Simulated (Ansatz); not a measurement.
# TiO2: the cost of one run

Program: Ansatz 0.2.0. Level of theory: DFT PBE, scalar-relativistic, plane waves, PAW. These are calculated values, not measurements.

### 1 Starting point

It takes space group Pbcn (No. 60, orthorhombic). The conventional cell has a = 4.515 Å, b = 5.497 Å, c = 4.939 Å, α = 90.00°, β = 90.00°, γ = 90.00°. Ti (site symmetry 2) is surrounded by 6 O at 1.89 to 2.05 Å. O (site symmetry 1) is surrounded by 3 Ti at 1.89 to 2.05 Å.

Structure file:

```cif
data_structure
_symmetry_space_group_name_H-M 'P 1'
_symmetry_Int_Tables_number 1
_cell_length_a 8.6600
_cell_length_b 8.6600
_cell_length_c 8.6600
_cell_angle_alpha 117.153
_cell_angle_beta 101.196
_cell_angle_gamma 110.455
_cell_volume 490.32
loop_
_atom_site_label
_atom_site_type_symbol
_atom_site_fract_x
_atom_site_fract_y
_atom_site_fract_z
_atom_site_occupancy
Ti1 Ti 0.21050 0.12500 0.08550 1
Ti2 Ti 0.71050 0.62500 0.08550 1
Ti3 Ti 0.71050 0.12500 0.58550 1
Ti4 Ti 0.21050 0.62500 0.58550 1
Ti5 Ti 0.03950 0.12500 0.41450 1
Ti6 Ti 0.53950 0.62500 0.41450 1
Ti7 Ti 0.53950 0.12500 0.91450 1
Ti8 Ti 0.03950 0.62500 0.91450 1
Ti9 Ti 0.78950 0.37500 0.41450 1
Ti10 Ti 0.28950 0.87500 0.41450 1
Ti11 Ti 0.28950 0.37500 0.91450 1
Ti12 Ti 0.78950 0.87500 0.91450 1
Ti13 Ti 0.96050 0.37500 0.08550 1
Ti14 Ti 0.46050 0.87500 0.08550 1
Ti15 Ti 0.46050 0.37500 0.58550 1
Ti16 Ti 0.96050 0.87500 0.58550 1
O1 O 0.39400 0.34900 0.33100 1
O2 O 0.89400 0.84900 0.33100 1
O3 O 0.89400 0.34900 0.83100 1
O4 O 0.39400 0.84900 0.83100 1
O5 O 0.01800 0.06300 0.16900 1
O6 O 0.51800 0.56300 0.16900 1
O7 O 0.51800 0.06300 0.66900 1
O8 O 0.01800 0.56300 0.66900 1
O9 O 0.85600 0.18700 0.45500 1
O10 O 0.35600 0.68700 0.45500 1
O11 O 0.35600 0.18700 0.95500 1
O12 O 0.85600 0.68700 0.95500 1
O13 O 0.73200 0.40100 0.04500 1
O14 O 0.23200 0.90100 0.04500 1
O15 O 0.23200 0.40100 0.54500 1
O16 O 0.73200 0.90100 0.54500 1
O17 O 0.60600 0.15100 0.16900 1
O18 O 0.10600 0.65100 0.16900 1
O19 O 0.10600 0.15100 0.66900 1
O20 O 0.60600 0.65100 0.66900 1
O21 O 0.98200 0.43700 0.33100 1
O22 O 0.48200 0.93700 0.33100 1
O23 O 0.48200 0.43700 0.83100 1
O24 O 0.98200 0.93700 0.83100 1
O25 O 0.14400 0.31300 0.04500 1
O26 O 0.64400 0.81300 0.04500 1
O27 O 0.64400 0.31300 0.54500 1
O28 O 0.14400 0.81300 0.54500 1
O29 O 0.26800 0.09900 0.45500 1
O30 O 0.76800 0.59900 0.45500 1
O31 O 0.76800 0.09900 0.95500 1
O32 O 0.26800 0.59900 0.95500 1
```

The runs take a perfect supercell of 48 atoms; the defect goes to fractional position (0.394, 0.349, 0.331).

### 2 The perfect supercell

Contents of input.yaml:

```yaml
crystal:
  lattice:
    - [-4.515, 5.497, 4.939]
    - [4.515, -5.497, 4.939]
    - [4.515, 5.497, -4.939]
  atoms:
    - { symbol: Ti, position: [0.2105, 0.125, 0.0855] }
    - { symbol: Ti, position: [0.7105, 0.625, 0.0855] }
    - { symbol: Ti, position: [0.7105, 0.125, 0.5855] }
    - { symbol: Ti, position: [0.2105, 0.625, 0.5855] }
    - { symbol: Ti, position: [0.0395, 0.125, 0.4145] }
    - { symbol: Ti, position: [0.5395, 0.625, 0.4145] }
    - { symbol: Ti, position: [0.5395, 0.125, 0.9145] }
    - { symbol: Ti, position: [0.0395, 0.625, 0.9145] }
    - { symbol: Ti, position: [0.7895, 0.375, 0.4145] }
    - { symbol: Ti, position: [0.2895, 0.875, 0.4145] }
    - { symbol: Ti, position: [0.2895, 0.375, 0.9145] }
    - { symbol: Ti, position: [0.7895, 0.875, 0.9145] }
    - { symbol: Ti, position: [0.9605, 0.375, 0.0855] }
    - { symbol: Ti, position: [0.4605, 0.875, 0.0855] }
    - { symbol: Ti, position: [0.4605, 0.375, 0.5855] }
    - { symbol: Ti, position: [0.9605, 0.875, 0.5855] }
    - { symbol: O, position: [0.394, 0.349, 0.331] }
    - { symbol: O, position: [0.894, 0.849, 0.331] }
    - { symbol: O, position: [0.894, 0.349, 0.831] }
    - { symbol: O, position: [0.394, 0.849, 0.831] }
    - { symbol: O, position: [0.018, 0.063, 0.169] }
    - { symbol: O, position: [0.518, 0.563, 0.169] }
    - { symbol: O, position: [0.518, 0.063, 0.669] }
    - { symbol: O, position: [0.018, 0.563, 0.669] }
    - { symbol: O, position: [0.856, 0.187, 0.455] }
    - { symbol: O, position: [0.356, 0.687, 0.455] }
    - { symbol: O, position: [0.356, 0.187, 0.955] }
    - { symbol: O, position: [0.856, 0.687, 0.955] }
    - { symbol: O, position: [0.732, 0.401, 0.045] }
    - { symbol: O, position: [0.232, 0.901, 0.045] }
    - { symbol: O, position: [0.232, 0.401, 0.545] }
    - { symbol: O, position: [0.732, 0.901, 0.545] }
    - { symbol: O, position: [0.606, 0.151, 0.169] }
    - { symbol: O, position: [0.106, 0.651, 0.169] }
    - { symbol: O, position: [0.106, 0.151, 0.669] }
    - { symbol: O, position: [0.606, 0.651, 0.669] }
    - { symbol: O, position: [0.982, 0.437, 0.331] }
    - { symbol: O, position: [0.482, 0.937, 0.331] }
    - { symbol: O, position: [0.482, 0.437, 0.831] }
    - { symbol: O, position: [0.982, 0.937, 0.831] }
    - { symbol: O, position: [0.144, 0.313, 0.045] }
    - { symbol: O, position: [0.644, 0.813, 0.045] }
    - { symbol: O, position: [0.644, 0.313, 0.545] }
    - { symbol: O, position: [0.144, 0.813, 0.545] }
    - { symbol: O, position: [0.268, 0.099, 0.455] }
    - { symbol: O, position: [0.768, 0.599, 0.455] }
    - { symbol: O, position: [0.768, 0.099, 0.955] }
    - { symbol: O, position: [0.268, 0.599, 0.955] }
basis:
  ecutwfc: 420
  fft_grid_basis: typed
kpoints:
  mp_grid: { grid: [2, 2, 2] }
hamiltonian:
  xc: pbe
  pseudopotentials: { kind: paw }
scf:
  occupations: { method: gaussian, width: 0.05 }
output:
  forces: true
  stress: false
  eigenvalues: true
  bader: false
  write_density: true
  volumetric_format: npy
```

The run is started by

```bash
$ ansatz run input.yaml --threads 4 --pin off --max-ram 10240MiB --backend cpu --events-out ev --progress --plain --runs-dir out
```

Q: Estimate wall time and peak memory on 4 threads of AMD EPYC 7R13 (Zen 3), shared host.

About 7.9 s, with a peak of 2.7 GiB.
